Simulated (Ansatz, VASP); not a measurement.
**NiGe: VASP beside Ansatz**

```
CELL_PARAMETERS angstrom
2.10224 -2.10755 0.00000
2.10224 2.10755 0.00000
0.00000 0.00000 2.97689
ATOMIC_POSITIONS crystal
Ni 0.00000 0.00000 0.50000
Ge 0.50000 0.50000 0.00000
```

Alike in both runs: functional PBE; k mesh 18 × 18 × 18; occupations gaussian, width 0.1 eV; no spin polarisation.

Ansatz relaxed the structure, and its values are those at the end. VASP's run is a single point on that final structure, the one shown.

|  | VASP | Ansatz |
| --- | --- | --- |
| version | VASP 6.6.1 | Ansatz 0.2.0 |
| potentials or method | VASP PAW PBE potentials, release 64 (Ni, Ge_d) | scalar-relativistic, plane waves, PAW |
| plane-wave cutoff (eV) | 520 | 420 |
| valence electrons in the cell | 24 | 32 |

|  | VASP | Ansatz | Ansatz less VASP |
| --- | --- | --- | --- |
| gap on the k mesh at the Fermi level (eV) | none | none | - |
| pressure (GPa) | 0.1 | 0.0 | -0.06 |

A gap of «none» marks a metal or a gap that the smearing closes. The functional is the same, so the differences come from potentials, cutoffs and numerics. The two sets of potentials don't hold the same shells in valence.

Spin polarisation is off, so any magnetic state and its effect on volume and gap are missing.
